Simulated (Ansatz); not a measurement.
CuO (Tenorite):

```
Cu O
1.0
     2.34185   -1.71130    0.00000
     2.34185    1.71130    0.00000
    -0.85003    0.00000    5.05787
Cu O
2 2
Cartesian
  0.7459 -0.8557 2.5289
  1.1709 0.8557 0.0000
  1.7043 0.2793 3.7934
  2.1293 -0.2793 1.2645
```

Base run:

```yaml
Program: Ansatz 0.2.0
Functional: revPBE
Potentials_or_basis: Ansatz PAW
Cutoff: "420 eV (not typed: the program's choice for these potentials)"
k_mesh: 10 × 10 × 5
Occupations: fermi-dirac, width 0.05 eV
Spin: no spin polarisation
```

Its results: band gap on the k mesh none (metal or under the smearing width); pressure 9.8 GPa; largest force 0.211 eV/Å.

Question: The run is repeated on the same cell with these changes: functional from revPBE to PBEsol. What comes out?

Answer: Band gap on the k mesh none (metal or under the smearing width); pressure -2.7 GPa; largest force 0.362 eV/Å.

PBEsol binds more tightly than revPBE, so the same cell stands under less pressure.

Caveats: the run has no spin polarisation, though such a crystal can be magnetic; semilocal functionals often make such compounds metallic where correlation or magnetic order opens a gap, which also shifts bond lengths; the PAW data sets come from PBE, with cores solved anew for the run's functional, which leaves a small shift of forces and pressure.
